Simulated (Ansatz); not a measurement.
TaS2, DFT, PBE, all-electron PAW with datasets made for the crystal, scalar-relativistic (Ansatz 0.2.0), run on 1 thread of Intel(R) Xeon(R) 6975P-C (Granite Rapids) on a shared host.

The geometry is COD entry 1537360, unchecked; take it as a test cell. It differs from other determinations. The listed cell was then made from it by scaling, straining or moving an atom.

Command: `ansatz run input.yaml --threads 1 --pin off --max-ram 6144MiB --backend cpu --events-out ev --progress --plain --runs-dir out`

```yaml
crystal:
  lattice:
    - [3.3500021206, 0.0, 0.0]
    - [-1.6750010603, 2.9011869392, 0.0]
    - [0.0, 0.0, 5.7428]
  atoms:
    - { symbol: Ta, position: [0.0, 0.0, 0.0] }
    - { symbol: S, position: [0.3333333333, 0.6666666667, 0.25] }
    - { symbol: S, position: [0.6666666667, 0.3333333333, 0.75] }
kpoints:
  mp_grid: { grid: [9, 9, 5] }
scf:
  occupations: { method: fermi_dirac, width: 0.03 }
hamiltonian:
  xc: pbe
  pseudopotentials: { kind: all_electron, datasets: crystal }
output:
  forces: true
  stress: true
  eigenvalues: true
  efg: { contact_densities: true }
```

Task: How large is the problem that the program sets up?

Result: 50 irreducible k-points, 1123 plane waves at Γ, 26 bands.

Task: Estimate the wall time and the peak memory.

Result: 11 s of wall time for 9 SCF iterations, with a peak of 0.73 GiB. Times on shared machines scatter by tens of per cent.
